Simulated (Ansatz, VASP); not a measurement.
Al2O3: VASP beside Ansatz

The input INCAR:

```
SYSTEM = Al2O3
PREC     = Accurate       ! precision mode
ENCUT    = 600            ! plane-wave cutoff, eV
EDIFF    = 1E-7           ! SCF threshold, eV
ISMEAR   = 0              ! smearing method
SIGMA    = 0.1            ! smearing width, eV
LREAL    = .FALSE.        ! projectors in reciprocal space
LASPH    = .TRUE.         ! aspherical terms in the spheres
NELM     = 60             ! most SCF steps
ALGO     = Normal         ! electronic algorithm
ISIF     = 3              ! what is computed and relaxed
LWAVE    = .FALSE.        ! write WAVECAR
LCHARG   = .FALSE.        ! write CHGCAR
GGA      = PE             ! functional
IBRION   = 2              ! ionic algorithm
NSW      = 90             ! ionic steps
EDIFFG   = -0.04          ! ionic threshold
```

KPOINTS

```
regular mesh
0
G
  6 6 6
  0 0 0
```

File POSCAR:

```
Al2O3
1.0
    5.0555890303      0.0000000000      0.0000000000
   -2.5277945151      4.3782685313      0.0000000000
    0.0000000000      0.0000000000      2.5287867548
Al O
2 3
Direct
    0.3333333333      0.6666666667      0.5000000000
    0.6666666667      0.3333333333      0.5000000000
    0.5000000000      0.0000000000      0.0000000000
    0.0000000000      0.5000000000      0.0000000000
    0.5000000000      0.5000000000      0.0000000000
```

Input for Ansatz:

```yaml
crystal:
  lattice:
    - [5.0555890303, 0.0, 0.0]
    - [-2.5277945151, 4.3782685313, 0.0]
    - [0.0, 0.0, 2.5287867548]
  atoms:
    - { symbol: Al, position: [0.3333333333, 0.6666666667, 0.5] }
    - { symbol: Al, position: [0.6666666667, 0.3333333333, 0.5] }
    - { symbol: O, position: [0.5, 0.0, 0.0] }
    - { symbol: O, position: [0.0, 0.5, 0.0] }
    - { symbol: O, position: [0.5, 0.5, 0.0] }
basis:
  ecutwfc: 420
kpoints:
  mp_grid: { grid: [6, 6, 6] }
hamiltonian:
  xc: pbe
scf:
  occupations: { method: gaussian, width: 0.1 }
  lower_state_search: "off"
output:
  forces: true
  stress: true
  eigenvalues: true
relax:
  adjacent_minimum: "off"
  f_tol: 0.04
  max_steps: 70
  cell: { stress_tol: 0.4 }
```

Alike in both runs: task relaxation of cell and atoms; functional PBE; k mesh 6 × 6 × 6; occupations gaussian, width 0.1 eV; no spin polarisation.

|  | VASP | Ansatz |
| --- | --- | --- |
| version | VASP 6.6.1 | Ansatz 0.2.0 |
| potentials or method | VASP PAW PBE potentials, release 64 (Al, O) | scalar-relativistic, plane waves, PAW |
| plane-wave cutoff (eV) | 600 | 420 |
| valence electrons in the cell | 24 | 24 |

```csv
,VASP,Ansatz,Ansatz less VASP
"gap on the k mesh at the Fermi level, each at its own relaxed structure (eV)",3.56,3.58,+0.012
relaxed volume (Å³/atom),11.19,11.19,0.000
relaxed cell length with the largest relative difference (Å),2.529,2.529,0.0000
```

Caveats: the relaxation stopped at its first step, so nothing moved. A k mesh can miss the band edges.
